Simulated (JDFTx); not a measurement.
Crystal: TiB2.

```
Ti B
1.0
     3.02920    0.00000    0.00000
    -1.51460    2.62336    0.00000
     0.00000    0.00000    3.22840
Ti B
1 2
Direct
  0.00000 0.00000 0.00000
  0.66667 0.33333 0.50000
  0.33333 0.66667 0.50000
```

Base run:

| Item | Value |
| --- | --- |
| Program | JDFTx 1.7.0 (patched build) |
| Functional | PBE |
| Potentials or basis | PseudoDojo-SR-PBE-0.5-standard with smoothed tails |
| Cutoff | 1143 eV |
| Density cutoff | 9143 eV |
| k mesh | 10 × 10 × 8 |
| Occupations | fermi-dirac, width 0.05 eV |
| Spin | no spin polarisation |
| Hubbard terms | Ti d U = 2 eV |

Its results: band gap on the k mesh none (metal or under the smearing width); pressure 1.1 GPa.

Q: The run is repeated on the same cell with these changes: hubbard terms from Ti d U = 2 eV to none; hubbard projectors from atomic pseudo-orbitals, not orthogonalised to none. What comes out?

A: Band gap on the k mesh none (metal or under the smearing width); pressure 0.2 GPa.

Caveats: the empty levels aren't tightly converged; U without spin polarisation on a metal has little footing (some runs); the U is typed as a test and isn't derived for this compound (some runs).
